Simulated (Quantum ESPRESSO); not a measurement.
The system is Sr.

```
CELL_PARAMETERS angstrom
0.00000 3.04235 3.04235
3.04235 0.00000 3.04235
3.04235 3.04235 0.00000
ATOMIC_POSITIONS crystal
Sr 0.00000 0.00000 0.00000
```

Base run:

* Program: Quantum ESPRESSO 7.5
* Functional: RPBE
* Potentials or basis: SG15 PBE 1.2
* Cutoff: 925 eV
* Density cutoff: 3701 eV
* k mesh: 8 × 8 × 8
* Occupations: fermi-dirac, width 0.05 eV
* Spin: no spin polarisation

Its results: band gap on the k mesh none (metal or under the smearing width); pressure 0.3 GPa.

**Question.** After a change of settings the same cell gave: band gap on the k mesh none (metal or under the smearing width); pressure -1.6 GPa. Which change was it?
A. functional from RPBE to LDA
B. functional from RPBE to revTPSS; k mesh from 8 × 8 × 8 to 6 × 6 × 6
C. functional from RPBE to SCAN; k mesh from 8 × 8 × 8 to 6 × 6 × 6
D. functional from RPBE to PW91

**Answer.** A.

LDA binds more tightly than RPBE, so the same cell stands under less pressure.

Caveats: the potentials were made for another functional, which shifts forces and pressure; some levels on the path didn't converge (some runs).

Runs at the PBE level aren't shown here.
